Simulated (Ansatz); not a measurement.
Runs of Ansatz 0.2.0 on TaS2. It takes space group P-3m1 (No. 164, trigonal). Conventional cell: a = 3.350 Å, b = 3.350 Å, c = 5.860 Å, α = 90.00°, β = 90.00°, γ = 120.00°. Around Ta (site symmetry -3m) lie 6 S at 2.43 Å. Around S (site symmetry 3m) lie 3 Ta at 2.43 Å. 

| task | level | cell | k mesh | atoms under strain | gap on the mesh (eV) | pressure (GPa) | relaxed volume (Å³/atom) |
| --- | --- | --- | --- | --- | --- | --- | --- |
| relaxation of cell and atoms | BLYP+D4 | relaxed | 9 × 9 × 5 | - | - | 0.0 | 19.45 |
| elastic constants | LDA | as given | 7 × 7 × 4 | relaxed | none | -3.0 | - |
| relaxation of cell and atoms | BLYP+D3(BJ) | relaxed | 9 × 9 × 5 | - | none | 0.0 | (a) |
| elastic constants | PBEsol | as given | 7 × 7 × 4 | clamped | none | 4.4 | - |
| phonons | LDA | as given | 7 × 7 × 4 | - | none | - | - |

Alike in all rows: potentials or basis Ansatz PAW; no spin polarisation; cutoff (eV) 420; smearing fermi-dirac 0.05 eV.

Q: Fill in the values left out.

A: (a) 18.40.

Caveats: the PAW data sets come from PBE, with cores solved anew for the run's functional, which leaves a small shift of forces and pressure; the plane-wave basis is chosen anew once the cell has moved, so the energies of steps on either side of that aren't comparable (some runs); the cell is more than 3 GPa from zero pressure, which shifts response properties (some runs); elastic constants of metals need much finer meshes, so these are rough (some runs); this functional lacks dispersion, which binds the layers, so the pressure and a relaxed spacing across them are unreliable (some runs).

A k mesh can miss the band edges, and the runs leave out spin-orbit coupling on Ta.

A gap of «none» marks a metal or a gap under the smearing width.

Runs at the PBE level aren't shown here.
